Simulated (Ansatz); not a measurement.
# SiO2: further runs on the relaxed cell

This session takes SiO2 and sets out to measure the bulk modulus from energies at several volumes.

Computed with Ansatz 0.2.0 (DFT LDA, scalar-relativistic, plane waves, PAW, unless a step's input says otherwise).

1 further run of the same task is left out (set aside as unsound or not needed). Runs told in other sessions of the task aren't counted.

## Step 1: The system as given

Symmetry: P6_422, No. 181, hexagonal system. The conventional cell has a = 5.039 Å, b = 5.039 Å, c = 5.525 Å, α = 90.00°, β = 90.00°, γ = 120.00°. Around Si (site symmetry 222) lie 4 O at 1.60 Å. O (site symmetry 2) has 2 Si at 1.60 Å in its first shell of neighbours.

Coordinates:

```
CELL_PARAMETERS angstrom
5.03870 0.00000 0.00000
-2.51935 4.36364 0.00000
0.00000 0.00000 5.52485
ATOMIC_POSITIONS crystal
Si 0.00000 0.50000 0.33333
Si 0.50000 0.50000 0.66667
Si 0.50000 0.00000 0.00000
O 0.58439 0.79220 0.83333
O 0.79220 0.58439 0.50000
O 0.79220 0.20780 0.16667
O 0.41561 0.20780 0.83333
O 0.20780 0.41561 0.50000
O 0.20780 0.79220 0.16667
```

It goes back to an entry of the Materials Project, which need not be the stable form.

It is the result of an earlier relaxation at this level (volume 13.50 Å³/atom; gap on the mesh: 5.50 eV).

## Step 2: Point at V/V0 = 0.97

input.yaml

```yaml
crystal:
  lattice:
    - [4.9877989732, 0.0, 0.0]
    - [-2.4938994866, 4.3195606197, 0.0]
    - [0.0, 0.0, 5.4690445514]
  atoms:
    - { symbol: Si, position: [0.0, 0.5, 0.3333333333] }
    - { symbol: Si, position: [0.5, 0.5, 0.6666666667] }
    - { symbol: Si, position: [0.5, 0.0, 0.0] }
    - { symbol: O, position: [0.5843949018, 0.7921974509, 0.8333333333] }
    - { symbol: O, position: [0.7921974509, 0.5843949018, 0.5] }
    - { symbol: O, position: [0.7921974509, 0.2078025491, 0.1666666667] }
    - { symbol: O, position: [0.4156050982, 0.2078025491, 0.8333333333] }
    - { symbol: O, position: [0.2078025491, 0.4156050982, 0.5] }
    - { symbol: O, position: [0.2078025491, 0.7921974509, 0.1666666667] }
basis:
  ecutwfc: 420
kpoints:
  mp_grid: { grid: [6, 6, 4] }
hamiltonian:
  xc: lda
scf:
  occupations: { method: gaussian, width: 0.02 }
output:
  forces: true
  stress: true
  eigenvalues: true
relax:
  adjacent_minimum: "off"
  f_tol: 0.01
  max_steps: 30
  cell: { stress_tol: 0.1, fix: [volume] }
```

The run is started by

```bash
> ansatz run input.yaml --threads 2 --pin off --max-ram 5120MiB --backend cpu --events-out ev --progress --plain --runs-dir out
```

## Step 3: The cell scaled to 1.03 of its volume

input.yaml, as its differences from that of step 2:

```diff
@@ -2,5 +2,5 @@
   lattice:
-    - [4.9877989732, 0.0, 0.0]
-    - [-2.4938994866, 4.3195606197, 0.0]
-    - [0.0, 0.0, 5.4690445514]
+    - [5.0885897442, 0.0, 0.0]
+    - [-2.5442948721, 4.4068479879, 0.0]
+    - [0.0, 0.0, 5.5795600754]
   atoms:
```

## Step 4: Point at V/V0 = 0.94

input.yaml

```yaml
crystal:
  lattice:
    - [4.9268493728, 0.0, 0.0]
    - [-2.4634246864, 4.2667767175, 0.0]
    - [0.0, 0.0, 5.4318390588]
  atoms:
    - { symbol: Si, position: [0.0, 0.5, 0.3333333333] }
    - { symbol: Si, position: [0.5, 0.5, 0.6666666667] }
    - { symbol: Si, position: [0.5, 0.0, 0.0] }
    - { symbol: O, position: [0.5900571399, 0.7950285699, 0.8333333333] }
    - { symbol: O, position: [0.7950285699, 0.5900571399, 0.5] }
    - { symbol: O, position: [0.7950285699, 0.2049714301, 0.1666666667] }
    - { symbol: O, position: [0.4099428601, 0.2049714301, 0.8333333333] }
    - { symbol: O, position: [0.2049714301, 0.4099428601, 0.5] }
    - { symbol: O, position: [0.2049714301, 0.7950285699, 0.1666666667] }
basis:
  ecutwfc: 420
kpoints:
  mp_grid: { grid: [6, 6, 4] }
hamiltonian:
  xc: lda
scf:
  occupations: { method: gaussian, width: 0.02 }
output:
  forces: true
  stress: true
  eigenvalues: true
relax:
  adjacent_minimum: "off"
  f_tol: 0.01
  max_steps: 30
  cell: { stress_tol: 0.1, fix: [volume] }
```

## Step 5: Point at V/V0 = 1.06

input.yaml

```yaml
crystal:
  lattice:
    - [5.1413955042, 0.0, 0.0]
    - [-2.5706977521, 4.4525791175, 0.0]
    - [0.0, 0.0, 5.6247269965]
  atoms:
    - { symbol: Si, position: [0.0, 0.5, 0.3333333333] }
    - { symbol: Si, position: [0.5, 0.5, 0.6666666667] }
    - { symbol: Si, position: [0.5, 0.0, 0.0] }
    - { symbol: O, position: [0.5792427704, 0.7896213852, 0.8333333333] }
    - { symbol: O, position: [0.7896213852, 0.5792427704, 0.5] }
    - { symbol: O, position: [0.7896213852, 0.2103786148, 0.1666666667] }
    - { symbol: O, position: [0.4207572296, 0.2103786148, 0.8333333333] }
    - { symbol: O, position: [0.2103786148, 0.4207572296, 0.5] }
    - { symbol: O, position: [0.2103786148, 0.7896213852, 0.1666666667] }
basis:
  ecutwfc: 420
kpoints:
  mp_grid: { grid: [6, 6, 4] }
hamiltonian:
  xc: lda
scf:
  occupations: { method: gaussian, width: 0.02 }
output:
  forces: true
  stress: true
  eigenvalues: true
relax:
  adjacent_minimum: "off"
  f_tol: 0.01
  max_steps: 30
  cell: { stress_tol: 0.1, fix: [volume] }
```

## Step 6: The cell scaled to 0.91 of its volume

input.yaml

```yaml
crystal:
  lattice:
    - [4.8526099052, 0.0, 0.0]
    - [-2.4263049526, 4.2024834525, 0.0]
    - [0.0, 0.0, 5.4206109926]
  atoms:
    - { symbol: Si, position: [0.0, 0.5, 0.3333333333] }
    - { symbol: Si, position: [0.5, 0.5, 0.6666666667] }
    - { symbol: Si, position: [0.5, 0.0, 0.0] }
    - { symbol: O, position: [0.5963598735, 0.7981799368, 0.8333333333] }
    - { symbol: O, position: [0.7981799368, 0.5963598735, 0.5] }
    - { symbol: O, position: [0.7981799368, 0.2018200632, 0.1666666667] }
    - { symbol: O, position: [0.4036401265, 0.2018200632, 0.8333333333] }
    - { symbol: O, position: [0.2018200632, 0.4036401265, 0.5] }
    - { symbol: O, position: [0.2018200632, 0.7981799368, 0.1666666667] }
basis:
  ecutwfc: 420
kpoints:
  mp_grid: { grid: [6, 6, 4] }
hamiltonian:
  xc: lda
scf:
  occupations: { method: gaussian, width: 0.02 }
output:
  forces: true
  stress: true
  eigenvalues: true
relax:
  adjacent_minimum: "off"
  f_tol: 0.01
  max_steps: 30
  cell: { stress_tol: 0.1, fix: [volume] }
```

## Step 7: Volume × 1.10

input.yaml

```yaml
crystal:
  lattice:
    - [5.2092716415, 0.0, 0.0]
    - [-2.6046358208, 4.5113615768, 0.0]
    - [0.0, 0.0, 5.6858616192]
  atoms:
    - { symbol: Si, position: [0.0, 0.5, 0.3333333333] }
    - { symbol: Si, position: [0.5, 0.5, 0.6666666667] }
    - { symbol: Si, position: [0.5, 0.0, 0.0] }
    - { symbol: O, position: [0.5745201413, 0.7872600706, 0.8333333333] }
    - { symbol: O, position: [0.7872600706, 0.5745201413, 0.5] }
    - { symbol: O, position: [0.7872600706, 0.2127399294, 0.1666666667] }
    - { symbol: O, position: [0.4254798587, 0.2127399294, 0.8333333333] }
    - { symbol: O, position: [0.2127399294, 0.4254798587, 0.5] }
    - { symbol: O, position: [0.2127399294, 0.7872600706, 0.1666666667] }
basis:
  ecutwfc: 420
kpoints:
  mp_grid: { grid: [6, 6, 4] }
hamiltonian:
  xc: lda
scf:
  occupations: { method: gaussian, width: 0.02 }
output:
  forces: true
  stress: true
  eigenvalues: true
relax:
  adjacent_minimum: "off"
  f_tol: 0.01
  max_steps: 30
  cell: { stress_tol: 0.1, fix: [volume] }
```

## Step 8: Volume × 0.88

input.yaml

```yaml
crystal:
  lattice:
    - [4.7681834098, 0.0, 0.0]
    - [-2.3840917049, 4.1293679628, 0.0]
    - [0.0, 0.0, 5.42918171]
  atoms:
    - { symbol: Si, position: [0.0, 0.5, 0.3333333333] }
    - { symbol: Si, position: [0.5, 0.5, 0.6666666667] }
    - { symbol: Si, position: [0.5, 0.0, 0.0] }
    - { symbol: O, position: [0.6035997692, 0.8017998846, 0.8333333333] }
    - { symbol: O, position: [0.8017998846, 0.6035997692, 0.5] }
    - { symbol: O, position: [0.8017998846, 0.1982001154, 0.1666666667] }
    - { symbol: O, position: [0.3964002308, 0.1982001154, 0.8333333333] }
    - { symbol: O, position: [0.1982001154, 0.3964002308, 0.5] }
    - { symbol: O, position: [0.1982001154, 0.8017998846, 0.1666666667] }
basis:
  ecutwfc: 420
kpoints:
  mp_grid: { grid: [6, 6, 4] }
hamiltonian:
  xc: lda
scf:
  occupations: { method: gaussian, width: 0.02 }
output:
  forces: true
  stress: true
  eigenvalues: true
relax:
  adjacent_minimum: "off"
  f_tol: 0.01
  max_steps: 30
  cell: { stress_tol: 0.1, fix: [volume] }
```

(Steps that only read results are left out.)

What does the calculation give? Wanted: equilibrium volume of the fit; bulk modulus.

As calculated:

| quantity | value |
| --- | --- |
| equilibrium volume of the fit | 13.50 Å³/atom |
| bulk modulus | 137 GPa |
| its pressure derivative | 1.7 |

What this shows: The fit puts the minimum at 13.50 Å³/atom with B = 137 GPa and B' = 1.7. The gap on the mesh goes from 5.57 eV at the smallest volume to 5.02 eV at the largest, through a peak of 5.64 eV between.
